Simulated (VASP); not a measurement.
# Ca (Im-3m) in VASP: notebook, part 3 of 3

VASP 6.6.1. Earlier steps stand in the parts before.

## (5) Single point, revPBE

This run uses another cell than the first one, of 49.23 Å³/atom, 1.120 times its volume.

File INCAR:

```
PREC = Accurate ; ENCUT = 520
EDIFF = 1E-6 ; ISMEAR = -1
SIGMA = 0.1 ; LREAL = F
LASPH = T ; NELM = 60
ALGO = Fast ; ISIF = 2
LWAVE = F ; LCHARG = F
GGA = RE ; NBANDS = 11
```

File KPOINTS:

```
regular mesh
0
Gamma
  11 11 11
```

File POSCAR:

```
Ca
1.0
   -2.3088922466      2.3088922466      2.3088922466
    2.3088922466     -2.3088922466      2.3088922466
    2.3088922466      2.3088922466     -2.3088922466
Ca
1
Direct
    0.0000000000      0.0000000000      0.0000000000
```

Potentials or basis: VASP PAW PBE potentials, release 64 (Ca_sv).

Launch:

```sh
$ cat potpaw_PBE.64/Ca_sv/POTCAR > POTCAR
$ mpirun -np 1 vasp_std > vasp.out
```

OUTCAR:

```text
PREC = Accurate
   ENCUT = 520
   EDIFF = 1E-6
   ISMEAR = -1
   LREAL = F
   LASPH = T
   NELM = 60
   ISIF = 2
   GGA = RE

 ion  position               nearest neighbor table
   1  0.000  0.000  0.000-

  LATTYP: Found a body centered cubic cell.
 ALAT       =     4.6177844932

  Lattice vectors:

 A1 = (  -2.3088922466,   2.3088922466,   2.3088922466)
 A2 = (   2.3088922466,  -2.3088922466,   2.3088922466)
 A3 = (   2.3088922466,   2.3088922466,  -2.3088922466)

Analysis of symmetry for initial positions (statically):
=====================================================================
 Subroutine PRICEL returns:
 Original cell was already a primitive cell.

 Routine SETGRP: Setting up the symmetry group for a
 body centered cubic supercell.

 Subroutine GETGRP returns: Found 48 space group operations
 (whereof 48 operations were pure point group operations)
 out of a pool of 48 trial point group operations.

The static configuration has the point symmetry O_h .

Analysis of symmetry for dynamics (positions and initial velocities):
=====================================================================
 Subroutine PRICEL returns:
 Original cell was already a primitive cell.

 Routine SETGRP: Setting up the symmetry group for a
 body centered cubic supercell.

 Subroutine GETGRP returns: Found 48 space group operations
 (whereof 48 operations were pure point group operations)
 out of a pool of 48 trial point group operations.

The dynamic configuration has the point symmetry O_h .

 Subroutine INISYM returns: Found 48 space group operations
 (whereof 48 operations are pure point group operations),
 and found     1 'primitive' translations

----------------------------------------------------------------------------------------

                                     Primitive cell

  volume of cell :      49.2347

  direct lattice vectors                    reciprocal lattice vectors
    -2.308892247  2.308892247  2.308892247     0.000000000  0.216554064  0.216554064
     2.308892247 -2.308892247  2.308892247     0.216554064  0.000000000  0.216554064
     2.308892247  2.308892247 -2.308892247     0.216554064  0.216554064  0.000000000

  length of vectors
     3.999118680  3.999118680  3.999118680     0.306253695  0.306253695  0.306253695

  position of ions in fractional coordinates (direct lattice)
     0.000000000  0.000000000  0.000000000

  ion indices of the primitive-cell ions
   primitive index   ion index
                 1           1

----------------------------------------------------------------------------------------

 KPOINTS: regular mesh

Automatic generation of k-mesh.
 Grid dimensions read from file:
 generate k-points for:   11   11   11

 Generating k-lattice:

  Cartesian coordinates                     Fractional coordinates (reciprocal lattice)
     0.000000000  0.019686733  0.019686733     0.090909091  0.000000000  0.000000000
     0.019686733  0.000000000  0.019686733     0.000000000  0.090909091  0.000000000
     0.019686733  0.019686733  0.000000000     0.000000000  0.000000000  0.090909091

  Length of vectors
     0.027841245  0.027841245  0.027841245

  Shift w.r.t. Gamma in fractional coordinates (k-lattice)
     0.000000000  0.000000000  0.000000000

 Subroutine IBZKPT returns following result:
 ===========================================

 Found     56 irreducible k-points:

 Following reciprocal coordinates:
            Coordinates               Weight
  0.000000  0.000000  0.000000      1.000000
  0.090909  0.000000  0.000000     12.000000
  0.181818  0.000000  0.000000     12.000000
  0.272727  0.000000  0.000000     12.000000
  0.363636  0.000000  0.000000     12.000000
  0.454545  0.000000  0.000000     12.000000
[... 16 lines left out ...]
  0.272727  0.181818  0.090909     48.000000
  0.363636  0.181818  0.090909     24.000000
 [... further k-points ...]
   k-points           NKPTS =     56   k-points in BZ     NKDIM =     56   number of bands    NBANDS=     11
   number of dos      NEDOS =    301   number of ions     NIONS =      1
   total plane-waves  NPLWV =  27000
   dimension x,y,z NGX =    30 NGY =   30 NGZ =   30
   dimension x,y,z NGXF=    60 NGYF=   60 NGZF=   60
   ions per type =               1
   NGX,Y,Z   is equivalent  to a cutoff of  12.47, 12.47, 12.47 a.u.
   NGXF,Y,Z  is equivalent  to a cutoff of  24.94, 24.94, 24.94 a.u.
 SYSTEM =  unknown system
   PREC   = accura    normal or accurate (medium, high low for compatibility)
   ISTART =      0    job   : 0-new  1-cont  2-samecut
   ICHARG =      2    charge: 1-file 2-atom 10-const
   ISPIN  =      1    spin polarized calculation?
   LNONCOLLINEAR =      F non collinear calculations
   LSORBIT =      F    spin-orbit coupling
   LASPH  =      T    aspherical Exc in radial PAW
   ENCUT  =  520.0 eV  38.22 Ry    6.18 a.u.   7.44  7.44  7.44*2*pi/ulx,y,z
   NELM   =     60;   NELMIN=  2; NELMDL= -5     # of ELM steps
   EDIFF  = 0.1E-05   stopping-criterion for ELM
   LREAL  =      F    real-space projection
   EDIFFG = 0.1E-04   stopping-criterion for IOM
   NSW    =      0    number of steps for IOM
   IBRION =     -1    ionic relax: 0-MD 1-quasi-New 2-CG
   NFREE  =      0    steps in history (QN), initial steepest desc. (CG)
   ISIF   =      2    stress and relaxation
   ISYM   =      2    0-nonsym 1-usesym 2-fastsym
   POTIM  = 0.5000    time-step for ionic-motion
   TEBEG  =    0.0;   TEEND  =   0.0 temperature during run
   PSTRESS=    0.0 pullay stress
   NELECT =      10.0000    total number of electrons
   NUPDOWN=      -1.0000    fix difference up-down
   EMIN   =  10.00;   EMAX   =-10.00  energy-range for DOS
   EFERMI =   0.00;   METHOD = LEGACY
   ISMEAR =    -1;   SIGMA  =   0.10  broadening in eV -4-tet -1-fermi 0-gaus
   EFERMI_NEDOS =   21; number of points for ismear=-14 and -15
   IALGO  =     68    algorithm
   IMIX   =      4    mixing-type and parameters
     AMIX     =   0.40;   BMIX     =  1.00
     AMIX_MAG =   1.60;   BMIX_MAG =  1.00
  volume/ion in A,a.u.               =      49.23       332.25
  Fermi-wavevector in a.u.,A,eV,Ry     =   0.962316  1.818514 12.599711  0.926053
  Thomas-Fermi vector in A             =   2.091765
   LORBIT       =      0    0 simple, 1 ext, 2 COOP (PROOUT), +10 PAW based schemes
   GGA     = RE    functional components
   LHFCALC =     F    Hartree Fock is set to
   AEXX    =    0.0000 exact exchange contribution
   IVDW    =     0    specifies the selected vdW correction
   LEPSILON=     F    determine dielectric tensor
   LRPA    =     F    only Hartree local field effects (RPA)
 non-spin polarized calculation
 RMM-DIIS sequential band-by-band and
  energy-cutoff  :      520.00
  volume of cell :       49.23
 maximum number of plane-waves:      1342
 NGX is ok and might be reduce to    30
   NGX = 15   NGY = 15   NGZ = 15

 number of electron      10.0000001 magnetization

 Free energy of the ion-electron system (eV)
  ---------------------------------------------------
  ext. energy  EPLUGINS =         0.00000000
  ---------------------------------------------------
  free energy    TOTEN  =        -1.74735714 eV

  energy without entropy =       -1.69960958  energy(sigma->0) =       -1.72348336

 E-fermi :   1.4907     XC(G=0):  -7.1813

 val. band max:        1.4774945510   @ k =   0.3636   0.2727   0.0000
 cond. band min:       1.5004847786   @ k =   0.3636   0.1818   0.0909
 fundamental gap:      0.0229902276
 Fermi energy:         1.4906878949

 k-point     1 :       0.0000    0.0000    0.0000
  band No.  band energies     occupation
      1     -41.0051      2.00000
      2     -21.8892      2.00000
      3     -21.8892      2.00000
      4     -21.8892      2.00000
      5      -2.2668      2.00000
      6       3.6292      0.00000
      7       3.6292      0.00000
      8       3.6292      0.00000
      9       4.5201      0.00000
     10       4.5201      0.00000
     11      10.9256      0.00000
[... 309 lines left out ...]
 k-point    24 :       0.3636    0.1818    0.0909
  band No.  band energies     occupation
      1     -40.9979      2.00000
      2     -21.9521      2.00000
      3     -21.9242      2.00000
      4     -21.9009      2.00000
      5       1.2644      1.81159
      6       1.5005      0.95105
      7       2.3741      0.00029
      8       4.5682      0.00000
      9       4.7481      0.00000
     10       5.3684      0.00000
     11       5.7803      0.00000

 [... further k-points ...]

------------------------ aborting loop because EDIFF is reached ----------------------------------------

  FORCE on cell =-STRESS in cart. coord.  units (eV):
  Direction    XX          YY          ZZ          XY          YZ          ZX
  --------------------------------------------------------------------------------------
  -------------------------------------------------------------------------------------
  Total       -0.4712747     -0.4712747     -0.4712747      0.0000000      0.0000000     -0.0000000
  in kB      -15.3360564    -15.3360564    -15.3360564      0.0000000      0.0000000     -0.0000000
  external PRESSURE =     -15.3360564 kB  Pullay stress =       0.0000000 kB

 VOLUME and BASIS-vectors are now :
 -----------------------------------------------------------------------------
  energy-cutoff  :      520.00
  volume of cell :       49.23
      direct lattice vectors                 reciprocal lattice vectors
    -2.308892247  2.308892247  2.308892247     0.000000000  0.216554064  0.216554064
     2.308892247 -2.308892247  2.308892247     0.216554064  0.000000000  0.216554064
     2.308892247  2.308892247 -2.308892247     0.216554064  0.216554064  0.000000000

 POSITION                                       TOTAL-FORCE (eV/Angst)
 -----------------------------------------------------------------------------------
      0.00000      0.00000      0.00000        -0.000000      0.000000      0.000000
 -----------------------------------------------------------------------------------
    total drift:                               -0.000000     -0.000000      0.000000

  FREE ENERGIE OF THE ION-ELECTRON SYSTEM (eV)
  ---------------------------------------------------
  free  energy   TOTEN  =        -1.7473571377 eV

  energy  without entropy=       -1.6996095753  energy(sigma->0) =       -1.72348336
```

It took 21 s on 1 thread of Intel Xeon Platinum 8488C (Sapphire Rapids), shared host; peak memory 0.17 GiB.

Results:

- Free energy: -1.7474 eV
- Pressure: -1.5 GPa
- Band gap on the k mesh: none (metal or under the smearing width)

Caveat: the PAW data sets were made with another functional, which shifts forces and pressure a little.

## (6) Overview

| cell | k mesh | gap on the mesh (eV) | pressure (GPa) |
| --- | --- | --- | --- |
| Im-3m, 43.96 Å³/atom | 16 × 16 × 16 | none | 0.0 |
| Im-3m, 38.68 Å³/atom | 11 × 11 × 11 | none | 2.5 |
| Im-3m, 43.96 Å³/atom | 11 × 11 × 11 | none | 0.0 |
| Im-3m, 49.23 Å³/atom | 11 × 11 × 11 | none | -1.5 |

Alike in all rows: task single point; level revPBE; potentials or basis VASP PAW PBE potentials, release 64 (Ca_sv); no spin polarisation; cutoff (eV) 520; smearing fermi-dirac 0.1 eV.

Every run on the cell as given and a fine mesh finds a metal.

Caveats: the PAW data sets were made with another functional, which shifts forces and pressure a little.

Absolute energies hang on the potentials; compare differences alone.
